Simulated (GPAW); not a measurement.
## MgI2 (2H monolayer): one start, several treatments of the self-energy

Aim: compare treatments of exchange, screening and correlation for the gap of MgI2 (2H monolayer).

Method: LDA and many-body steps on it, plane waves, in GPAW 26.7.0.

## Step 1: Starting point

The cell holds 3 atoms: 1 Mg and 2 I. Its edges and angles: a = 3.981 Å, b = 3.981 Å, c = 14.600 Å, α = 90.0°, β = 90.0°, γ = 120.0°. Vacuum lies along c.

As a file:

```
Mg I
1.0
     3.98069    0.00000    0.00000
    -1.99034    3.44737    0.00000
     0.00000    0.00000   14.60000
Mg I
1 2
Direct
  0.33333 0.66667 0.50000
  0.66667 0.33333 0.62475
  0.66667 0.33333 0.37525
```

The structure was relaxed with LDA. The runs that relaxed it are not among those shown. Spin-orbit coupling is left out unless a step names it.

## Step 2: Empty states on the mesh, 9×9×1 mesh, 335 bands

This step: GPAW 26.7.0; DFT, LDA, plane waves, PAW.

The sums over transitions need many empty states on a uniform mesh; this step solves for them.

The input, run.py:

```python
import json
import numpy as np
from gpaw.mpi import world
from gpaw import GPAW

calc = GPAW('gs.gpw').fixed_density(kpts={'size': (9, 9, 1), 'gamma': True},
    parallel={'domain': 1, 'band': 1},
    txt='nscf.txt')
calc.diagonalize_full_hamiltonian(nbands=335)
calc.write('full.gpw', mode='all')
res = {}
kpts = calc.get_ibz_k_points()
res['kpts'] = kpts
res['eigenvalues'] = [calc.get_eigenvalues(kpt=k) for k in range(len(kpts))]
res['n_electrons'] = calc.get_number_of_electrons()

if world.rank == 0:
    with open('result.json', 'w') as f:
        json.dump(res, f, default=lambda x: x.tolist())
```

Command:

```
$ mpirun -n 4 gpaw python run.py
```

Numbers of over 12 decimals in the logs are rounded to 6 here.

The program printed:

```text
Diagonalizing LCAO Hamiltonian
Converting LCAO to pw mode
convergence criteria:
- Maximum integral of absolute [eigenst]ate change: 4e-08 eV^2 / valence electron
maximum number of iterations: 100

SCF iterations
|iter     |     time |      energy | eigst |  dens |
|iter:   1|  |             | +0.48 |       |
|iter:   2|  |             | +0.02 |       |
|iter:   3|  |             | -0.93 |       |
[...]
|iter:  11|  |             | -6.89 |       |
|iter:  12|  |             | -7.35 |       |
|iter:  13|  |             | -7.58c|       |
SCF steps: 13
  __  _  _
 | _ |_)|_||  |
 |__||  | ||/\| - 26.7.0

Input parameters:
  mode=PW(ecut=450.000000),
  convergence={'density': 1e-06, 'bands': -3},
  gpts=array([20, 20, 72]),
  kpts=MonkhorstPack(size=(9, 9, 1), gamma=True),
  maxiter=100,
  nbands=19,
  occupations=Occupations(name='fermi-dirac', width=0.001, fixmagmom=False),
  parallel={'domain': 1, 'band': 1},
  xc=XC(name='LDA')
Matrix size: 4323x4323
# Writing to full.gpw (mode='all')
  [... matrices ...]

timing:  # [seconds]
  Total: 237.777  # ━━━━━━━━━━━━━━━━━━━━━━━━━━━━━━━━━━━━━━━━━━━━━━━━━━━━━━━━━
```

Run time: 4.1 min. Hardware: 4 MPI ranks of Arm Neoverse V1, shared host; peak memory 6.9 GiB; 16 min of CPU time.

Numbers from this step:

| Item | Value |
| --- | --- |
| gap | 2.867 eV |
| k of the valence top | 0, 0, 0 |
| k of the conduction bottom | 0.4444, 0, 0 |
| least direct gap | 3.040 eV |
| k points computed | 12 |
| lowest point of the top converged band, above the valence top | 78.5774 eV |

On this mesh the gap is 2.867 eV.

## Step 3: One-shot HSE06

This step: one-shot HSE06 levels on LDA orbitals, plane waves, PAW.

The input, run.py:

```python
import json
import numpy as np
from gpaw.mpi import world
from gpaw.hybrids.eigenvalues import non_self_consistent_eigenvalues

dft, vxc, vxc_hyb = non_self_consistent_eigenvalues('full.gpw', 'HSE06', 10, 14, kpt_indices=[0, 9])
res = {'dft': dft[0], 'hybrid': (dft - vxc + vxc_hyb)[0]}
if world.rank == 0:
    with open('hybrid.txt', 'w') as f:
        for k, e0, e1 in zip([0, 9], res['dft'], res['hybrid']):
            print(k, ' '.join(f'{x:9.4f}' for x in e0), '|', ' '.join(f'{x:9.4f}' for x in e1), file=f)

if world.rank == 0:
    with open('result.json', 'w') as f:
        json.dump(res, f, default=lambda x: x.tolist())
```

Command:

```
$ mpirun -n 4 gpaw python run.py
```

The program printed:

```text
IBZ(<points: 12, symmetries: 12>)
Occupied bands: 12
Transforming wave functions from IBZ to BZ: 0.048 seconds
Distributing wave functions and iFFT-ing to real space: 0.379 seconds
Calculating eigenvalues:
  k-points: 2
  Bands: 10-13 (inclusive)
  Seconds: 1.328 (wave-function broadcasting: 0.011 seconds)
HSE06-eigenvalue shifts:
  min: -0.382 eV
  ave: 0.186 eV
  max: 0.752 eV
```

The job ended after 4.7 s (4 MPI ranks; peak memory 1.4 GiB; 19 s of CPU time).

Numbers from this step:

* starting gap on the mesh: 2.867 eV
* hybrid gap on the mesh: 3.841 eV
* least direct hybrid gap on the computed points: 4.088 eV

## Step 4: GLLB-SC, self-consistent

This step: DFT, GLLB-SC with its derivative discontinuity, plane waves, PAW.

The input, run.py:

```python
import json
import numpy as np
from gpaw.mpi import world
from ase import Atoms
from gpaw import GPAW, PW, FermiDirac

atoms = Atoms(['Mg', 'I', 'I'],
    cell=[[3.9806850001, 0.0000000000, 0.0000000000],
      [-1.9903425000, 3.4473743345, 0.0000000000],
      [0.0000000000, 0.0000000000, 14.6000000000]],
    scaled_positions=[[0.3333333333, 0.6666666667, 0.5000000000],
      [0.6666666667, 0.3333333333, 0.6247526729],
      [0.6666666667, 0.3333333333, 0.3752473271]],
    pbc=(True, True, False))
calc = GPAW(mode=PW(450),
    xc='GLLBSC',
    kpts={'size': (9, 9, 1), 'gamma': True},
    occupations=FermiDirac(0.001),
    nbands=-7,
    convergence={'bands': -3},
    maxiter=120,
    txt='gllbsc.txt')
atoms.calc = calc
atoms.get_potential_energy()
homo, lumo = calc.get_homo_lumo()
response = calc.hamiltonian.xc.response
dxc_pot = response.calculate_discontinuity_potential(homo, lumo)
ks_gap, dxc = response.calculate_discontinuity(dxc_pot)
res = {'ks_gap': ks_gap, 'dxc': dxc}

if world.rank == 0:
    with open('result.json', 'w') as f:
        json.dump(res, f, default=lambda x: x.tolist())
```

Command:

```
$ mpirun -n 4 gpaw python run.py
```

The program printed:

```text
[banner, memory and clock lines left out]
___ ___ ___ _ _ _
 |   |   |_  | | | |
 | | | | | . | | | |
 |__ |  _|___|_____|  26.7.0
 |___|_|

Input parameters:
  convergence: {bands: -3}
  kpts: {gamma: True,
         size: (9, 9, 1)}
  maxiter: 120
  mode: {ecut: 450.000000,
         name: pw}
  nbands: -7
  occupations: {fixmagmom: False,
                name: fermi-dirac,
                width: 0.001}
  xc: GLLBSC

System changes: positions, numbers, cell, pbc, initial_charges, initial_magmoms

Initialize ...

species:
  Mg:
    name:    Magnesium
    Z:       12.0
    valence: 10
    core:    2
    charge:  0.0  # [|e|]
    compensation charges:
      type: gauss
      rc: 0.33  # [Å]
      lmax: 2
    cutoffs:
      filter: 1.86  # [Å]
      core: 0.54  # [Å]
    projectors
    | kind |    occ | energy [eV] | rcut [Å] |
    |   2s |  2.000 |     -81.998 |    1.090 |
    |   3s |  2.000 |      -6.877 |    1.090 |
    |   2p |  6.000 |     -48.239 |    1.085 |
    |   3p |  0.000 |      -3.605 |    1.085 |
    |    d |        |       0.000 |    1.037 |

    Using partial waves for Mg as LCAO basis

  I:
    name:    Iodine
    Z:       53.0
    valence: 7
    core:    46
    charge:  0.0  # [|e|]
    compensation charges:
      type: gauss
      rc: 0.37  # [Å]
      lmax: 2
    cutoffs:
      filter: 2.06  # [Å]
      core: 2.96  # [Å]
    projectors
    | kind |    occ | energy [eV] | rcut [Å] |
    |   5s |  2.000 |     -20.049 |    1.164 |
    |   5p |  5.000 |     -10.166 |    1.164 |
    |    s |        |       7.162 |    1.164 |
    |    p |        |      17.045 |    1.164 |
    |    d |        |       0.000 |    1.164 |

    Using partial waves for I as LCAO basis

Reference energy: -392356.811284  # eV

Spin-paired calculation

Convergence criteria:
 Maximum [total energy] change in last 3 cyles: 0.0005 eV / valence electron
 Maximum integral of absolute [dens]ity change: 0.0001 electrons / valence electron
 Maximum integral of absolute [eigenst]ate change: 4e-08 eV^2 / valence electron
 Maximum number of scf [iter]ations: 120
 (Square brackets indicate name in SCF output, whereas a 'c' in
 the SCF output indicates the quantity has converged.)
  [... matrices ...]
Symmetries present (total): 12

  [... matrices ...]
81 k-points: 9 x 9 x 1 Monkhorst-Pack grid
12 k-points in the irreducible part of the Brillouin zone
       k-points in crystal coordinates                weights
   0:     0.00000000    0.00000000    0.00000000          1/81
   1:     0.11111111    0.00000000    0.00000000          6/81
   2:     0.22222222   -0.11111111    0.00000000          6/81
   3:     0.22222222    0.00000000    0.00000000          6/81
   4:     0.33333333   -0.11111111    0.00000000         12/81
   5:     0.33333333    0.00000000    0.00000000          6/81
   6:     0.33333333    0.33333333    0.00000000          2/81
   7:     0.44444444   -0.22222222    0.00000000          6/81
   8:     0.44444444   -0.11111111    0.00000000         12/81
   9:     0.44444444    0.00000000    0.00000000          6/81
          ...
  11:     0.44444444    0.44444444    0.00000000          6/81

Wave functions: Plane wave expansion
  Cutoff energy: 450.000 eV
  Number of coefficients (min, max): 4294, 4362
  Pulay-stress correction: 0.000000 eV/Ang^3 (de/decut=0.000000)
  Using FFTW library
  Wavefunction extrapolation:
    Improved wavefunction reuse through dual PAW basis

Occupation numbers: Fermi-Dirac:
  width: 0.0010  # eV

Eigensolver
   Davidson(niter=2)

Densities:
  Coarse grid: 20*20*72 grid
  Fine grid: 40*40*144 grid
  Total Charge: 0.000000

Density mixing:
  Method: separate
  Backend: msr1
  Linear mixing parameter: 0.05
  old densities: 10
  Width of damping distribution: 1.1
  Damping of long wavelength oscillations: 20

Hamiltonian:
  XC and Coulomb potentials evaluated on a 40*40*144 grid
  Using the GLLBSC Exchange-Correlation functional
  External potential:
    NoExternalPotential

XC parameters: GLLBSC functional being used consists of
  | Weight | Module     | Description                                   |
  |  1.000 | SCREENING  | GGA_X_PBE_SOL with 2 nearest neighbor stencil |
  |  1.000 | RESPONSE   | eps=0.0500 eV                                 |
  |  1.000 | XC         | GGA_C_PBE_SOL with 2 nearest neighbor stencil |

Memory estimate:

Total number of cores used: 4
Parallelization over k-points: 4

Number of atoms: 3
Number of atomic orbitals: 16
Number of bands in calculation: 19
Number of valence electrons: 24
Bands to converge: 16

... initialized

Initializing position-dependent things.

Density initialized from atomic densities
Creating initial wave functions:
  16 bands from LCAO basis set
  3 bands from random numbers

            I

        Mg

            I

Atomic positions and initial magnetic moments

Positions:
   0 Mg    -0.000000    2.298250    7.300000    ( 0.0000,  0.0000,  0.0000)
   1 I      1.990343    1.149125    9.121389    ( 0.0000,  0.0000,  0.0000)
   2 I      1.990343    1.149125    5.478611    ( 0.0000,  0.0000,  0.0000)
  [... matrices ...]
Unit cell:
           periodic     x           y           z      points  spacing
  1. axis:    yes    3.980685    0.000000    0.000000    20     0.1724
  2. axis:    yes   -1.990342    3.447374    0.000000    20     0.1724
  3. axis:    no     0.000000    0.000000   14.600000    72     0.2028

  Lengths:   3.980685   3.980685  14.600000
  Angles:   90.000000  90.000000 120.000000

Effective grid spacing dv^(1/3) = 0.1909

iter:   1     -8.615106   +0.49
iter:   2     -9.684176   +0.00  -1.38
iter:   3     -9.602914   -0.57  -1.30
iter:   4     -9.143618   -0.98  -1.13
iter:   5     -8.734181   -1.03  -1.26
iter:   6     -8.433594   -1.15  -1.47
iter:   7     -8.283457   -1.83  -1.68
[...]
iter:  11     -8.242550c  -2.81  -1.73
iter:  12     -8.251030   -2.95  -1.84
iter:  13     -8.276098   -2.97  -2.07
iter:  14     -8.272800   -3.37  -3.33
iter:  15     -8.269157c  -3.62  -3.53
iter:  16     -8.269472c  -3.82  -3.82
iter:  17     -8.269179c  -4.01  -4.07c
iter:  18     -8.268757c  -4.17  -4.36c
iter:  19     -8.269183c  -4.33  -4.66c
iter:  20     -8.269181c  -4.49  -4.83c
iter:  21     -8.269062c  -4.65  -4.87c
iter:  22     -8.269081c  -4.82  -5.60c
[...]
iter:  32     -8.269101c  -6.78  -5.99c
iter:  33     -8.269106c  -7.02  -5.90c
iter:  34     -8.269105c  -7.23  -5.97c
iter:  35     -8.269109c  -7.44c -5.94c

Converged after 35 iterations.

Dipole moment: (2.896132, -1.672083, -0.000000) |e|*Ang

Energy contributions relative to reference atoms: (reference = -392356.811284)
  [... matrices ...]
Kinetic:        +90.017721
Potential:      -84.314129
External:        +0.000000
XC:             -15.061190
Entropy (-ST):   -0.000000
Local:           +1.088489
SIC:             +0.000000
Free energy:     -8.269109
Extrapolated:    -8.269109

GLLBSC response reference energy: -2.62498 eV (from HOMO)
  [... matrices ...]
Showing only first 2 kpts
 Kpt  Band  Eigenvalues  Occupancy
  0    10     -2.62498    2.00000
  0    11     -2.62498    2.00000
  0    12      1.32000    0.00000
  0    13      3.28545    0.00000

  1    10     -3.14318    2.00000
  1    11     -2.73411    2.00000
  1    12      1.75191    0.00000
  1    13      3.66827    0.00000

Fermi level: -2.40156

Gap: 3.559 eV
Transition (v -> c):
  (s=0, k=0, n=11, [0.00, 0.00, 0.00]) -> (s=0, k=9, n=12, [0.44, 0.00, 0.00])
Direct/indirect transitions are different
Direct gap: 3.945 eV
Transition at: (s=0, k=0, n=11, [0.00, 0.00, 0.00])
  [... matrices ...]
```

Run time: 16 s. Hardware: 4 MPI ranks; peak memory 0.82 GiB.

Numbers from this step:

* starting gap on the mesh: 3.559 eV
* derivative discontinuity: 1.593 eV
* quasiparticle gap on the mesh: 5.152 eV

[end of part 1 of 2]

[Paths, hosts, dates, memory and timing lines, banners, echoed tables and standing remarks are left out of the program output.]

[Logs are printed without paths, hosts, clocks, repeated set-up lines and the standing remarks that a program may print on its own settings, such as how far it seeks lower states.]

[Runs of the session that timed out or met a known fault of the program may be left out.]

[Hosts, paths, dates, database ids (printed as entryN), source tags and the programs' standing remarks are cut or masked in the printed files.]
